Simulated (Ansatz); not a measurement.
# SnSe2 (P-3m1) in Ansatz: further runs

Runs on SnSe2. Level: LDA. Tasks: single point, equation of state.

Program: Ansatz 0.2.0. These are calculated values, not measurements. Logs are shortened: lines on timing, memory, paths and dates and some standing lists are left out, and cuts for length are marked.

## (1) Starting point

Symmetry: P-3m1, No. 164, trigonal system. Conventional cell: a = 3.811 Å, b = 3.811 Å, c = 6.136 Å, α = 90.00°, β = 90.00°, γ = 120.00°. Around Sn (site symmetry -3m) lie 6 Se at 2.68 Å. Se (site symmetry 3m) is surrounded by 3 Sn at 2.68 Å.

## (2) Single point, LDA, 24.18 Å³/atom (volume scaled by 0.94)

Input file input.yaml:

```yaml
crystal:
  lattice:
    - [3.7332026603, 0.0, 0.0]
    - [-1.8666013302, 3.2330483413, 0.0]
    - [0.0, 0.0, 6.0107403631]
  atoms:
    - { symbol: Sn, position: [0.0, 0.0, 0.0] }
    - { symbol: Se, position: [0.6666666667, 0.3333333333, 0.751] }
    - { symbol: Se, position: [0.3333333333, 0.6666666667, 0.249] }
kpoints:
  mp_grid: { grid: [8, 8, 5] }
scf:
  occupations: { method: fermi_dirac, width: 0.05 }
hamiltonian:
  xc: lda
  pseudopotentials: { kind: all_electron, lapw: { basis_error: 0.002 } }
output:
  forces: true
  stress: true
  eigenvalues: true
```

Potentials or basis: all-electron LAPW, scalar-relativistic.

Command:

```console
$ ansatz run input.yaml --threads 2 --pin off --max-ram 6144MiB --backend cpu --events-out ev --progress --plain --runs-dir out
```

Log:

```text
Warning: RAYON_NUM_THREADS=2 ignored (pool sized by the plan → 2); use --threads N
LAPW: plane waves up to 8.151 Å⁻¹, error target 2.0e-3 eV per atom; small_component_spin mean_spin; Se in spheres of 1.259 Å, 24 of its electrons in bands, Dirac shells []; Sn in spheres of 1.365 Å, 22 of its electrons in bands, Dirac shells [] (how accurate: hamiltonian.pseudopotentials.lapw.basis_error, Limitations)
Engine: ansatz 0.2.0, aarch64-unknown-linux-gnu
Pseudopotentials: kind: all_electron
Pseudopotential: Sn, LAPW, valence charge 22, lapw/all_electron/scalar/gaussian/Sn, Koelling and Harmon's equation, gaussian nucleus
Pseudopotential: Se, LAPW, valence charge 24, lapw/all_electron/scalar/gaussian/Se, Koelling and Harmon's equation, gaussian nucleus
Functional definition: SPW92
  exchange = slater_x
  correlation = pw_c
Crystal: 3 atoms, lattice volume = 72.547 Å³
Basis set: ecut = 253.14020268232193 eV, 663 PW (Γ), exchange–correlation at level 2
Bands: 42, of which v1, the nominal top of the filled ones, is band 35 counted from 1 (34 counted from 0)
Symmetry: 12 space group operations
Space group: P-3m1 (ITA 164), of the structure as read, at distance tolerance 4.2e-5 Å
k-points: 40 of 320
Non-local potential: Sn, projectors of the file, none
Non-local potential: Se, projectors of the file, none
Initial density: superposition of atomic densities (chi_scale 0.1, normalization cell, long waves kept (reshape's long-wave potential 0.14 eV rms))
Initial wavefunctions: plane waves of lowest kinetic energy (no species holds an atomic orbital)
Functional: x = slater, c = lda
iter 1 solved again at ethr=1.12e-3 eV; its pass at ethr=1.00e-1 eV (dr2=7.81e-1 eV) is discarded
SCF iter   1: F=—  HF=-300026.015305 eV  |F-HF|=—  |Δ(HF+E_count)|=         —  Δρ=2.74e-2  dr2=7.81e-1  ethr=1.12e-3  ⟨swp⟩=2.0  Hψ=10760  notcnv=0
preconditioner: auto → Resta (q_TF=auto, 2.712 Å⁻¹)  ε∞=2.6  [insulator: Δε(μ)=1.145 eV  Ē_g=17.346 eV  σ=0.050 eV  W_gap=1.00  n_scr=22 (ndim 8)  ℏωp=22.2 eV  f_vac=0.129  D(μ)=0.00/eV (n_scr^D=0)  ε∞_Penn≈2.6]
SCF iter   2: F=—  HF=-300025.737624 eV  |F-HF|=—  |Δ(HF+E_count)|=   2.78e-1  Δρ=1.26e-2  dr2=1.38e-1  ethr=1.12e-3  ⟨swp⟩=2.0  Hψ=5161  notcnv=0
SCF iter   3: F=—  HF=-300025.703826 eV  |F-HF|=—  |Δ(HF+E_count)|=   3.38e-2  Δρ=5.44e-3  dr2=2.69e-2  ethr=1.98e-4  ⟨swp⟩=2.0  Hψ=5089  notcnv=0
iter 4 solved again at ethr=1.62e-6 eV; its pass at ethr=3.85e-5 eV (dr2=1.13e-3 eV) is discarded
SCF iter   4: F=—  HF=-300025.698808 eV  |F-HF|=—  |Δ(HF+E_count)|=         —  Δρ=1.11e-3  dr2=1.13e-3  ethr=1.62e-6  ⟨swp⟩=2.0  Hψ=8326  notcnv=0
the basis was enlarged: its passes take 53.5 KiB over the memory plan, 2 of 2 planned eigensolver slots
SCF iter   5: F=—  HF=-300025.698451 eV  |F-HF|=—  |Δ(HF+E_count)|=   3.57e-4  Δρ=2.51e-4  dr2=6.59e-5  ethr=1.62e-6  ⟨swp⟩=2.0  Hψ=4883  notcnv=0
SCF iter   6: F=—  HF=-300025.698430 eV  |F-HF|=—  |Δ(HF+E_count)|=   2.13e-5  Δρ=9.78e-5  dr2=6.42e-6  ethr=9.42e-8  ⟨swp⟩=2.0  Hψ=4883  notcnv=0
SCF iter   7: F=—  HF=-300025.698429 eV  |F-HF|=—  |Δ(HF+E_count)|=   1.07e-6  Δρ=4.02e-5  dr2=1.16e-6  ethr=9.17e-9  ⟨swp⟩=2.0  Hψ=4883  notcnv=0
SCF iter   8: F=-300025.698429 eV  HF=-300025.698429 eV  |F-HF|=4.23e-8  |Δ(HF+E_count)|=   6.16e-7  Δρ=8.93e-6  dr2=7.55e-8  ethr=1.66e-9  ⟨swp⟩=3.0  Hψ=4938  notcnv=0
SCF 1 converged in 8 iterations: F = -300025.698429 eV  dr2 = 7.55e-8
SCF converged after 8 iterations
Free energy (F): -300025.698429 eV
Harris-Foulkes:  -300025.698429 eV  (|F-HF|=4.23e-8)
Internal energy: -300025.698398 eV  (E = F + TS)
E sigma→0 (E₀):  -300025.698414 eV
Entropy (-TS):   -0.000031 eV (-0.010 meV/atom)
Fermi energy:    10.659022 eV
--- Per-component energies (eV) ---
  E_band       = -3866.327689
  E_kinetic    = 311754.957536
  E_xc         = -8971.473440
  E_electrostatic = -602809.182495  (all electrons and nuclei)
  E_smearing   = -0.000031  (= −TS)
  E_closure    = 0.000000  (closes the sum)
  E_atoms      = -300012.049701  (free atoms, spherical and without spin; not in F)
  Σ components = -300025.698429   (vs F -300025.698429, Δ=0.00e0)
  Basis errors (estimates in eV, not in F): energy 8.0e-4 per atom: plane waves 7.5e-4 (4.4e-4 summed), levels above the bands 2.3e-75, relativity 4.4e-9, radial functions 5.2e-5, core shells 9.5e-8; eigenvalues (radial functions only) 1.5e-6; not estimated: angular momenta, meshes, grids; target (lapw.basis_error) 2.0e-3; muffin-tin radii Se 1.259 Å, Sn 1.365 Å
--- Forces (eV/Å), atoms counted from 1 ---
  atom   1  Sn    -0.00000000     0.00000000     0.00000000
  atom   2  Se    -0.00000000    -0.00000000    -1.12957957
  atom   3  Se     0.00000000     0.00000000     1.12957957
  max |Σ_I F_I| component: 4.63e-18 eV/Å
--- Stress (GPa, compression-positive) ---
        5.514955       0.000000       0.000000
       -0.000000       5.514955       0.000000
        0.000000       0.000000       6.996847
  P = ⅓ Tr σ = 6.0089 GPa (60.089 kbar)
--- Band table (eV; the first three rows and the last of 40) ---
  k-point 0: bands = ["-195.9302", "-195.9302", "-135.9827", "-135.9827", "-135.9827", "-135.9827", "-135.9386", "-135.9386", "-118.5294", "-74.4628", "-74.4628", "-74.4563", "-36.7529", "-36.7529", "-36.7528", "-36.7528", "-36.7205", "-36.7205", "-36.7196", "-36.7196", "-36.7068", "-36.7065", "-11.0093", "-11.0093", "-10.9519", "-10.9332", "-10.9332", "-4.2845", "-2.2624", "3.9083", "9.4873", "9.4873", "9.8496", "9.8496", "10.2728", "11.4383", "13.0960", "14.9253", "14.9253", "18.3993", "19.2980", "19.2980"]
  k-point 1: bands = ["-195.9302", "-195.9302", "-135.9827", "-135.9827", "-135.9827", "-135.9827", "-135.9386", "-135.9386", "-118.5294", "-74.4628", "-74.4628", "-74.4563", "-36.7529", "-36.7529", "-36.7528", "-36.7528", "-36.7204", "-36.7204", "-36.7197", "-36.7197", "-36.7067", "-36.7065", "-11.0093", "-11.0093", "-10.9519", "-10.9333", "-10.9333", "-4.2277", "-2.3941", "4.2343", "9.3009", "9.4467", "9.4467", "9.9158", "9.9158", "12.1532", "13.1191", "14.8149", "14.8149", "18.6339", "19.0278", "19.0278"]
  k-point 2: bands = ["-195.9302", "-195.9302", "-135.9827", "-135.9827", "-135.9827", "-135.9827", "-135.9386", "-135.9386", "-118.5294", "-74.4628", "-74.4628", "-74.4563", "-36.7528", "-36.7528", "-36.7528", "-36.7528", "-36.7203", "-36.7203", "-36.7198", "-36.7198", "-36.7067", "-36.7065", "-11.0093", "-11.0093", "-10.9518", "-10.9333", "-10.9333", "-4.1200", "-2.6148", "4.8971", "8.1419", "9.3985", "9.3985", "10.0067", "10.0067", "12.7801", "13.1286", "14.6457", "14.6457", "18.5136", "18.7096", "18.7096"]
  k-point 39: bands = ["-195.9302", "-195.9302", "-135.9827", "-135.9827", "-135.9827", "-135.9827", "-135.9386", "-135.9386", "-118.5294", "-74.4632", "-74.4631", "-74.4563", "-36.7525", "-36.7524", "-36.7522", "-36.7522", "-36.7205", "-36.7202", "-36.7202", "-36.7199", "-36.7061", "-36.7061", "-11.0587", "-11.0205", "-10.9418", "-10.9206", "-10.9063", "-1.9902", "-1.7528", "2.4517", "5.4841", "5.8608", "6.6254", "9.5295", "9.8381", "12.6611", "15.0594", "15.2844", "16.6459", "17.5935", "18.5934", "20.0124"]
```

Wall time 15 s (2 threads of Arm Neoverse V1, shared host); peak memory 0.41 GiB.

What came out:

```yaml
Free_energy: -300025.6984 eV
Pressure: 6.0 GPa
Largest_force: 1.130 eV/Å
Band_gap_on_the_k_mesh: 0.75 eV, indirect (least direct gap 1.17 eV)
```

Caveat: spin-orbit coupling is left out, which moves the levels of the heavy elements; an odd mesh through Γ misses points on the zone boundary, where band edges often lie; forces of over 1 eV/Å show positions far from the minimum, so gaps and moduli don't describe the material at rest.

## (3) Single point, LDA, 24.70 Å³/atom (volume scaled by 0.96)

Changes to input.yaml since step 2:

```diff
@@ -2,5 +2,5 @@
   lattice:
-    - [3.7332026603, 0.0, 0.0]
-    - [-1.8666013302, 3.2330483413, 0.0]
-    - [0.0, 0.0, 6.0107403631]
+    - [3.7594936861, 0.0, 0.0]
+    - [-1.8797468431, 3.2558170375, 0.0]
+    - [0.0, 0.0, 6.0530709152]
   atoms:
```

Potentials or basis: all-electron LAPW, scalar-relativistic.

Command:

```console
$ ansatz run input.yaml --threads 2 --pin off --max-ram 6144MiB --backend cpu --events-out ev --progress --plain --runs-dir out
```

Wall time 15 s (2 threads of Arm Neoverse V1, shared host); peak memory 0.41 GiB.

It converged, with:

- Free energy: -300025.7467 eV
- Pressure: 4.1 GPa
- Largest force: 0.894 eV/Å
- Band gap on the k mesh: 0.73 eV, indirect (least direct gap 1.06 eV)

Caveat: spin-orbit coupling is left out, which moves the levels of the heavy elements; an odd mesh through Γ misses points on the zone boundary, where band edges often lie.

## (4) Single point, LDA, 25.21 Å³/atom (volume scaled by 0.98)

Changes to input.yaml since step 3:

```diff
@@ -2,5 +2,5 @@
   lattice:
-    - [3.7594936861, 0.0, 0.0]
-    - [-1.8797468431, 3.2558170375, 0.0]
-    - [0.0, 0.0, 6.0530709152]
+    - [3.7854220481, 0.0, 0.0]
+    - [-1.8927110241, 3.2782716577, 0.0]
+    - [0.0, 0.0, 6.0948175511]
   atoms:
```

Command:

```console
$ ansatz run input.yaml --threads 2 --pin off --max-ram 6144MiB --backend cpu --events-out ev --progress --plain --runs-dir out
```

It took 15 s on 2 threads of Arm Neoverse V1, shared host; peak memory 0.41 GiB.

It converged, with:

| Property | Result |
| --- | --- |
| Free energy | -300025.7774 eV |
| Pressure | 2.3 GPa |
| Largest force | 0.677 eV/Å |
| Band gap on the k mesh | 0.70 eV, indirect (least direct gap 0.97 eV) |

Caveat: spin-orbit coupling is left out, which moves the levels of the heavy elements; an odd mesh through Γ misses points on the zone boundary, where band edges often lie.

## (5) Single point, LDA, 25.73 Å³/atom

Changes to input.yaml since step 4:

```diff
@@ -2,5 +2,5 @@
   lattice:
-    - [3.7854220481, 0.0, 0.0]
-    - [-1.8927110241, 3.2782716577, 0.0]
-    - [0.0, 0.0, 6.0948175511]
+    - [3.811, 0.0, 0.0]
+    - [-1.9055, 3.3004228138, 0.0]
+    - [0.0, 0.0, 6.136]
   atoms:
```

Command:

```console
$ ansatz run input.yaml --threads 2 --pin off --max-ram 6144MiB --backend cpu --events-out ev --progress --plain --runs-dir out
```

Wall time 15 s (2 threads of Arm Neoverse V1, shared host); peak memory 0.41 GiB.

The run converged. Its results:

```yaml
Free_energy: -300025.7923 eV
Pressure: 0.8 GPa
Largest_force: 0.477 eV/Å
Band_gap_on_the_k_mesh: 0.68 eV, indirect (least direct gap 0.88 eV)
```

Caveat: spin-orbit coupling is left out, which moves the levels of the heavy elements; an odd mesh through Γ misses points on the zone boundary, where band edges often lie.

## (6) Single point, LDA, 26.24 Å³/atom (volume scaled by 1.02)

Changes to input.yaml since step 5:

```diff
@@ -2,5 +2,5 @@
   lattice:
-    - [3.811, 0.0, 0.0]
-    - [-1.9055, 3.3004228138, 0.0]
-    - [0.0, 0.0, 6.136]
+    - [3.8362391461, 0.0, 0.0]
+    - [-1.9181195731, 3.3222805555, 0.0]
+    - [0.0, 0.0, 6.1766369459]
   atoms:
```

Potentials or basis: all-electron LAPW, scalar-relativistic.

Command:

```console
$ ansatz run input.yaml --threads 2 --pin off --max-ram 6144MiB --backend cpu --events-out ev --progress --plain --runs-dir out
```

It took 15 s on 2 threads of Arm Neoverse V1, shared host; peak memory 0.4 GiB.

Results (log left out):

| Quantity | Value |
| --- | --- |
| Free energy | -300025.7932 eV |
| Pressure | -0.6 GPa |
| Largest force | 0.292 eV/Å |
| Band gap on the k mesh | 0.65 eV, indirect (least direct gap 0.80 eV) |

Caveat: spin-orbit coupling is left out, which moves the levels of the heavy elements; an odd mesh through Γ misses points on the zone boundary, where band edges often lie.

## (7) Single point, LDA, 26.76 Å³/atom (volume scaled by 1.04)

Changes to input.yaml since step 6:

```diff
@@ -2,5 +2,5 @@
   lattice:
-    - [3.8362391461, 0.0, 0.0]
-    - [-1.9181195731, 3.3222805555, 0.0]
-    - [0.0, 0.0, 6.1766369459]
+    - [3.861150488, 0.0, 0.0]
+    - [-1.930575244, 3.3438544104, 0.0]
+    - [0.0, 0.0, 6.2167461018]
   atoms:
```

Command:

```console
$ ansatz run input.yaml --threads 2 --pin off --max-ram 6144MiB --backend cpu --events-out ev --progress --plain --runs-dir out
```

It took 15 s on 2 threads of Arm Neoverse V1, shared host; peak memory 0.41 GiB.

Results (log left out):

```
Free energy            : -300025.7816 eV
Pressure               : -1.8 GPa
Largest force          : 0.122 eV/Å
Band gap on the k mesh : 0.62 eV, indirect (least direct gap 0.73 eV)
```

Caveat: spin-orbit coupling is left out, which moves the levels of the heavy elements; an odd mesh through Γ misses points on the zone boundary, where band edges often lie.

## (8) Single point, LDA, 27.27 Å³/atom (volume scaled by 1.06)

Changes to input.yaml since step 7:

```diff
@@ -2,5 +2,5 @@
   lattice:
-    - [3.861150488, 0.0, 0.0]
-    - [-1.930575244, 3.3438544104, 0.0]
-    - [0.0, 0.0, 6.2167461018]
+    - [3.8857444663, 0.0, 0.0]
+    - [-1.9428722331, 3.3651534204, 0.0]
+    - [0.0, 0.0, 6.2563442784]
   atoms:
```

Command:

```console
$ ansatz run input.yaml --threads 2 --pin off --max-ram 6144MiB --backend cpu --events-out ev --progress --plain --runs-dir out
```

Wall time 14 s (2 threads of Arm Neoverse V1, shared host); peak memory 0.4 GiB.

It converged, with:

| Quantity | Value |
| --- | --- |
| Free energy | -300025.7587 eV |
| Pressure | -2.9 GPa |
| Largest force | 0.035 eV/Å |
| Band gap on the k mesh | 0.59 eV, indirect (least direct gap 0.66 eV) |

Caveat: spin-orbit coupling is left out, which moves the levels of the heavy elements; an odd mesh through Γ misses points on the zone boundary, where band edges often lie.

## (9) Equation of state, LDA

Potentials or basis: all-electron LAPW, scalar-relativistic.

No new run: the results of the series are fitted here.

What came out:

```
Equilibrium volume                        : 26.02 Å³/atom
Bulk modulus at fixed shape and positions : 69 GPa
Pressure derivative of the bulk modulus   : 4.7
```

Energy against volume, from the lowest point:
```tsv
volume (Å³/atom)	energy (meV/atom)
24.182	31.60
24.697	15.49
25.212	5.27
25.726	0.30
26.241	0.00
26.755	3.88
27.270	11.50
```

Caveat: the cell was scaled at fixed shape and fractional positions, which overstates the stiffness of a crystal with free parameters, most of all of layers and chains.
